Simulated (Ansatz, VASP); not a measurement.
**One calculation of MgO, two programs**

```xyz
8
Lattice="3.1267 0.0000 0.0000 -1.5634 2.7078 0.0000 0.0000 0.0000 10.6478" Properties=species:S:1:pos:R:3 pbc="T T T"
Mg    0.0000    1.8052   10.3230
Mg    0.0000    0.0000    2.3513
Mg    0.0000    0.0000    7.6752
Mg    1.5634    0.9026    4.9990
O     0.0000    1.8052    8.3057
O     0.0000    0.0000    5.6396
O     0.0000    0.0000    0.3156
O     1.5634    0.9026    2.9818
```

Alike in both runs: task single point; functional PBE; k mesh 9 × 9 × 4; occupations gaussian, width 0.05 eV; no spin polarisation.

|  | VASP | Ansatz |
| --- | --- | --- |
| version | VASP 6.6.1 | Ansatz 0.2.0 |
| potentials or method | VASP PAW PBE potentials, release 64 (Mg, O) | scalar-relativistic, plane waves, PAW |
| plane-wave cutoff (eV) | 520 | 520 |
| valence electrons in the cell | 32 | 64 |

```tsv
	VASP	Ansatz	Ansatz less VASP
gap on the k mesh at the Fermi level (eV)	3.94	3.95	+0.016
least direct gap on the mesh (eV)	3.94	3.95	+0.016
pressure (GPa)	11.9	12.2	+0.33
largest component of the traceless stress (GPa)	11.18	11.01	-0.166
rms of the force components (eV/Å)	0.354	0.349	-0.0052
```

Atom by atom the forces differ by 0.005 eV/Å (rms over components). The functional is the same, so the differences come from potentials, cutoffs and numerics. The two sets of potentials don't hold the same shells in valence.

Caveats: an odd mesh through Γ misses points on the zone boundary, where band edges often lie.
